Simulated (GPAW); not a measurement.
Input of a GPAW 26.7.0 run:

run.py

```python
from ase.dft.bandgap import bandgap
from ase.io import write
from ase.spacegroup import crystal
from ase.units import GPa
from gpaw import GPAW, PW

# Co 2c
atoms = crystal(['Co'],
                basis=[[0.6666666667, 0.3333333333, 0.75]],
                spacegroup=194, setting=1,  # P6_3/mmc
                cellpar=[2.4719999, 2.4719999, 4.02114408, 90.0, 90.0, 120.0],
                primitive_cell=True)
atoms.set_initial_magnetic_moments([2.0, 2.0])

calc = GPAW(mode=PW(600),
            xc='MGGA_X_TASK+LDA_C_PW',
            kpts={'size': (9, 9, 5), 'gamma': True},
            occupations={'name': 'fermi-dirac', 'width': 0.05},
            nbands=21,
            convergence={'density': 1e-05, 'energy': 1e-05},
            maxiter=150,
            txt='gpaw.txt')
atoms.calc = calc
energy = atoms.get_potential_energy()
forces = atoms.get_forces()
stress = atoms.get_stress()
calc.write('gs.gpw')
write('result.traj', atoms)
print(f'Energy: {energy:.6f} eV')
print('Forces (eV/A):')
print(forces.round(4))
print('Stress (GPa):', (stress / GPa).round(3))
print('Moments:', calc.get_magnetic_moments().round(3))
print('Fermi level:', round(calc.get_fermi_level(), 4), 'eV')
print(f'Gap: {bandgap(calc)[0]:.4f} eV, direct: {bandgap(calc, direct=True)[0]:.4f} eV')

path = atoms.cell.bandpath('GMKGALHA,LM,KH', npoints=100, eps=1e-4)
bs_calc = calc.fixed_density(kpts=path, symmetry='off', nbands=31,
                             convergence={'bands': 'CBM+6.0', 'eigenstates': 1e-6}, txt='bands.txt')
bs = bs_calc.band_structure()
bs.write('bs.json')
print(f'Gap on the path: {bandgap(bs_calc)[0]:.4f} eV')
```

Potentials or basis: GPAW PAW data sets (gpaw-data 1.2.1), pw.

Command:

```sh
$ OMP_NUM_THREADS=1 python run.py
```

Task: What does it give for the pressure?

Result: 7.0 GPa.

Task: Estimate the site moments.

Result: Co +2.03 μB.

Task: Predict the net moment.

Result: 3.74 μB per cell.

Levels at the corners of the path, in eV from the Fermi level:
Spin up:
| point | band 9 | band 10 | band 11 | band 12 | band 13 |
| --- | --- | --- | --- | --- | --- |
| Γ | -3.20 | -2.07 | -2.07 | -0.53 | 6.32 |
| M | -1.85 | -1.75 | 0.69 | 3.06 | 10.27 |
| K | -2.17 | -2.08 | 4.34 | 5.40 | 5.40 |
| Γ | -3.20 | -2.07 | -2.07 | -0.53 | 6.32 |
| A | -2.39 | -2.39 | -2.39 | -2.39 | 15.93 |
| L | -1.81 | -1.81 | 1.33 | 1.33 | 7.45 |
| H | -2.00 | -2.00 | 5.84 | 5.84 | 7.46 |
| A | -2.39 | -2.39 | -2.39 | -2.39 | 15.93 |
| L | -1.81 | -1.81 | 1.33 | 1.33 | 7.45 |
| M | -1.85 | -1.75 | 0.69 | 3.06 | 10.27 |
| K | -2.17 | -2.08 | 4.34 | 5.40 | 5.40 |
| H | -2.00 | -2.00 | 5.84 | 5.84 | 7.46 |
Spin down:
| point | band 5 | band 6 | band 7 | band 8 | band 9 | band 10 |
| --- | --- | --- | --- | --- | --- | --- |
| Γ | -0.83 | -0.83 | -0.40 | -0.40 | 0.14 | 0.14 |
| M | -1.09 | -0.97 | -0.56 | 1.69 | 1.82 | 1.87 |
| K | -1.42 | -1.42 | -0.19 | 1.32 | 1.32 | 1.52 |
| Γ | -0.83 | -0.83 | -0.40 | -0.40 | 0.14 | 0.14 |
| A | -0.89 | -0.89 | -0.89 | -0.89 | 1.14 | 1.14 |
| L | -0.03 | -0.03 | 0.23 | 0.23 | 1.80 | 1.80 |
| H | -2.11 | -2.11 | 0.05 | 0.05 | 1.53 | 1.53 |
| A | -0.89 | -0.89 | -0.89 | -0.89 | 1.14 | 1.14 |
| L | -0.03 | -0.03 | 0.23 | 0.23 | 1.80 | 1.80 |
| M | -1.09 | -0.97 | -0.56 | 1.69 | 1.82 | 1.87 |
| K | -1.42 | -1.42 | -0.19 | 1.32 | 1.32 | 1.52 |
| H | -2.11 | -2.11 | 0.05 | 0.05 | 1.53 | 1.53 |

Caveat: the PAW data sets were made with another functional, which shifts forces and pressure a little.
